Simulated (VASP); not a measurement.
Here is a VASP 6.6.1 calculation.

File POSCAR:

```
Y
1.0
    0.0000000000      2.5519910612      2.5519910612
    2.5519910612      0.0000000000      2.5519910612
    2.5519910612      2.5519910612      0.0000000000
Y
1
Direct
    0.0000000000      0.0000000000      0.0000000000
```

The input INCAR.step1:

```
  ALGO = Normal
  EDIFF = 1E-4
  ENCUT = 520
  GGA = PE
  ISMEAR = -1
  LASPH = T
  LCHARG = F
  LREAL = F
  LWAVE = T
  NBANDS = 12
  NELM = 100
  PREC = Accurate
  SIGMA = 0.03
```

INCAR.step2

```
  ALGO = Normal
  EDIFF = 1E-6
  ENCUT = 520
  ISIF = 2
  ISMEAR = -1
  ISTART = 1
  LASPH = T
  LCHARG = F
  LMIXTAU = T
  LREAL = F
  LWAVE = F
  METAGGA = R2SCAN
  NBANDS = 12
  NELM = 100
  PREC = Accurate
  SIGMA = 0.03
```

File KPOINTS:

```
k-points
0
Gamma
  12 12 12
```

Potentials or basis: VASP PAW PBE potentials, release 64 (Y_sv).

Run with:

```sh
$ cat potpaw_PBE.64/Y_sv/POTCAR > POTCAR
$ cp INCAR.step1 INCAR
$ mpirun -np 1 vasp_std > vasp.out
$ cp INCAR.step2 INCAR
$ mpirun -np 1 vasp_std > vasp.out
```

Question: Estimate the pressure.

Answer: 0.1 GPa.

Question: What does it give for the band gap on the k mesh?

Answer: None (metal or under the smearing width).

Caveat: the PAW data sets were made with another functional, which shifts forces and pressure a little.
